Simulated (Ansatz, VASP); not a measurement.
As in VASP and in Ansatz

```xyz
2
Lattice="3.7829 0.0000 0.0000 -1.8914 3.2761 0.0000 0.0000 0.0000 28.5742" Properties=species:S:1:pos:R:3 pbc="T T T"
As    0.0000    2.1840   13.6436
As    1.8914    1.0920   14.9307
```

Alike in both runs: task single point; functional PBE; dispersion D3(BJ); k mesh 6 × 6 × 1; occupations gaussian, width 0.1 eV; no spin polarisation.

```csv
,VASP,Ansatz
version,VASP 6.6.1,Ansatz 0.2.0
potentials or method,"VASP PAW PBE potentials, release 64 (As)","scalar-relativistic, plane waves, PAW"
plane-wave cutoff (eV),520,420
valence electrons in the cell,10,30
```

VASP gave:

- gap on the k mesh at the Fermi level (eV): 0.82
- least direct gap on the mesh (eV): 0.84
- rms of the force components (eV/Å): 0.409

**Question.** Estimate Ansatz's values.

**Answer.** gap on the k mesh at the Fermi level (eV): 0.87; least direct gap on the mesh (eV): 0.89; rms of the force components (eV/Å): 0.363.

Atom by atom the forces differ by 0.045 eV/Å (rms over components). The two sets of potentials don't hold the same shells in valence.
